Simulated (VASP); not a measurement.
**Ho under changes of volume**

One of the cells (32.178 Å³/atom); the others are scaled copies at fixed shape and fractional positions:

```
Ho
1.0
    -2.00370    2.00370    2.00370
     2.00370   -2.00370    2.00370
     2.00370    2.00370   -2.00370
Ho
1
Direct
  0.00000 0.00000 0.00000
```

This isn't the form of Ho at room conditions, which is hcp.

```yaml
Program: VASP 6.6.1
Functional: PBE
Potentials_or_basis: VASP PAW PBE potentials, release 64 (Ho)
Cutoff: 520 eV
k_mesh: 9 × 9 × 9
Occupations: fermi-dirac, width 0.05 eV
Spin: collinear spin, ferromagnetic start
Starting_moments: "[4.0] μB"
```

```csv
volume (Å³/atom),energy over the lowest point (meV/atom),pressure (GPa),moment (μB per cell)
29.654,58.45,4.6,3.64
30.285,?,?,?
30.916,28.21,2.8,3.64
32.178,9.50,1.8,3.65
32.809,3.72,1.2,3.66
33.440,0.00,0.7,3.68
```

Problem. What does the run at 30.285 Å³/atom give?

Solution. Energy over the lowest point 41.78 meV/atom; pressure 3.8 GPa; moment 3.64 μB per cell.

Worked out: A Birch-Murnaghan fit of order 3 (a polynomial in V^(-2/3)) to the other rows has no minimum within the range. It gives 41.72 meV/atom at 30.285 Å³/atom, against the run's 41.78, and -dE/dV = 3.8 GPa, against 3.8. A parabola through the other rows of the moment, of slope -0.00222 μB per Å³/atom there, gives 3.64 μB, against the run's 3.64.

Energies are extrapolated to zero smearing.

Caveats: the magnetic or orbital state may not be the lowest.
